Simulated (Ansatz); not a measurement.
Input and command of a calculation in Ansatz (plane waves; scalar-relativistic PAW potentials unless the input names others):

```yaml
crystal:
  lattice:
    - [4.348, 0.0, 0.0]
    - [0.0, 2.174, -2.174]
    - [0.0, 8.6433203436, 8.6433203436]
  atoms:
    - { symbol: Si, position: [0.0, 0.0, 0.6916776265] }
    - { symbol: Si, position: [0.5, 0.5, 0.0628683513] }
    - { symbol: Si, position: [0.0, 0.0, 0.1886302064] }
    - { symbol: Si, position: [0.5, 0.5, 0.3143920614] }
    - { symbol: Si, position: [0.0, 0.0, 0.4401539164] }
    - { symbol: Si, position: [0.5, 0.5, 0.5659157714] }
    - { symbol: C, position: [0.75, 0.0, 0.3143920614] }
    - { symbol: C, position: [0.25, 0.5, 0.4401539164] }
    - { symbol: C, position: [0.75, 0.0, 0.5659157714] }
    - { symbol: C, position: [0.25, 0.5, 0.6916776265] }
    - { symbol: C, position: [0.75, 0.0, 0.0628683513] }
    - { symbol: C, position: [0.25, 0.5, 0.1886302064] }
  symmetry: { detect: false }
basis:
  ecutwfc: 420
  ecutrho_ratio: 12
kpoints:
  mp_grid: { grid: [6, 9, 3] }
hamiltonian:
  xc: pbe
scf:
  occupations: { method: fermi_dirac, width: 0.2 }
output:
  forces: true
  eigenvalues: true
  stress: true
```

```bash
ansatz run input.yaml --threads 2 --pin off --max-ram 5120MiB --backend cpu --events-out ev --progress --plain --runs-dir out
```

Abridged log:
```
Basis set: ecut = 420 eV, 3181 PW (Γ), exchange–correlation on 108×72×288 points (8 copies of the dense FFT grid, shifted against one another)
Bands: 38, of which v1, the nominal top of the filled ones, is band 24 counted from 1 (23 counted from 0)
Symmetry: 1 space group operations
k-points: 82 of 162 (time reversal used)
SCF iter   1: F=—  HF=-5316.991402 eV  |F-HF|=—  |Δ(HF+E_count)|=         —  Δρ=5.28e-3  dr2=7.54e-2  ethr=1.77e-3  ⟨swp⟩=8.5  Hψ=18227  notcnv=0  defer=2
SCF iter   2: F=—  HF=-5316.986716 eV  |F-HF|=—  |Δ(HF+E_count)|=   4.69e-3  Δρ=2.82e-3  dr2=2.56e-2  ethr=1.57e-4  ⟨swp⟩=2.2  Hψ=5459  notcnv=0  defer=2
SCF iter   3: F=—  HF=-5316.981275 eV  |F-HF|=—  |Δ(HF+E_count)|=   5.44e-3  Δρ=8.25e-4  dr2=3.08e-3  ethr=5.34e-5  ⟨swp⟩=2.0  Hψ=4581  notcnv=0  defer=2
SCF iter   4: F=—  HF=-5316.980800 eV  |F-HF|=—  |Δ(HF+E_count)|=   4.75e-4  Δρ=2.38e-4  dr2=1.57e-4  ethr=6.42e-6  ⟨swp⟩=2.4  Hψ=4875  notcnv=0  defer=2
SCF iter   5: F=—  HF=-5316.980820 eV  |F-HF|=—  |Δ(HF+E_count)|=   1.97e-5  Δρ=6.43e-5  dr2=1.35e-5  ethr=3.27e-7  ⟨swp⟩=2.0  Hψ=4493  notcnv=0  defer=2
SCF iter   6: F=—  HF=-5316.980824 eV  |F-HF|=—  |Δ(HF+E_count)|=   3.95e-6  Δρ=1.49e-5  dr2=5.04e-7  ethr=2.81e-8  ⟨swp⟩=2.0  Hψ=4732  notcnv=0  defer=3
SCF iter   7: F=-5316.980824 eV  HF=-5316.980824 eV  |F-HF|=2.40e-8  |Δ(HF+E_count)|=   3.94e-7  Δρ=3.85e-6  dr2=2.78e-8  ethr=2.08e-10  ⟨swp⟩=13.4  Hψ=16676  notcnv=0
SCF 1 converged in 7 iterations: F = -5316.980824 eV  dr2 = 2.78e-8
SCF converged after 7 iterations
Free energy (F): -5316.980824 eV
Harris-Foulkes:  -5316.980824 eV  (|F-HF|=2.40e-8)
Internal energy: -5316.668228 eV  (E = F + TS)
E sigma→0 (E₀):  -5316.824526 eV
Entropy (-TS):   -0.312596 eV (-26.050 meV/atom)
Fermi energy:    6.656493 eV
--- Forces (eV/Å), atoms counted from 1 ---
  atom   1  Si     2.72074184    -0.88195306    -0.88195291
  atom   2  Si     2.72074178     0.88195333     0.88195279
  atom   3  Si    -0.33939660    -0.70060961    -0.70060952
  atom   4  Si     0.31163006    -0.01332842    -0.01332836
  atom   5  Si     0.31162242     0.01332611     0.01332613
  atom   6  Si    -0.33939676     0.70061164     0.70061169
  atom   7  C     -0.10456927     0.18349499     0.18349475
  atom   8  C     -0.10456464    -0.18348968    -0.18348988
  atom   9  C     -0.80651171     0.27334893     0.27334876
  atom  10  C     -1.78193843     0.34135118     0.34135094
  atom  11  C     -1.78193942    -0.34135624    -0.34135498
  atom  12  C     -0.80650972    -0.27335005    -0.27335024
--- Stress (GPa, compression-positive) ---
       -2.868794      -0.000002      -0.000002
       -0.000002      -0.124364      -1.011342
       -0.000002      -1.011342      -0.124364
  P = ⅓ Tr σ = -1.0392 GPa (-10.392 kbar)
```

Apart from outputs and empty bands, the input differs from a reference run on usual settings in crystal.symmetry: not typed → {"detect": false}; scf.occupations.method: "gaussian" → "fermi_dirac"; scf.occupations.width: 0.05 → 0.2; basis.ecutrho_ratio: not typed → 12. The reference, at the same geometry (not necessarily relaxed), gave pressure -1.49 GPa, largest force 3.193 eV/Å, gap on the mesh 0.36 eV. This run converged in 7 SCF iterations (reference: 9) with an energy at zero smearing 4.08 meV/atom above the reference's, pressure -1.04 GPa, largest force 2.993 eV/Å, gap on the mesh 0.44 eV. Its smearing width is looser than usual, and the result moved.

Time: 25 s on 2 threads of Intel(R) Xeon(R) Platinum 8259CL CPU @ 2.50GHz (Skylake/Cascade Lake), with other jobs on the host, peak memory 0.87 GiB.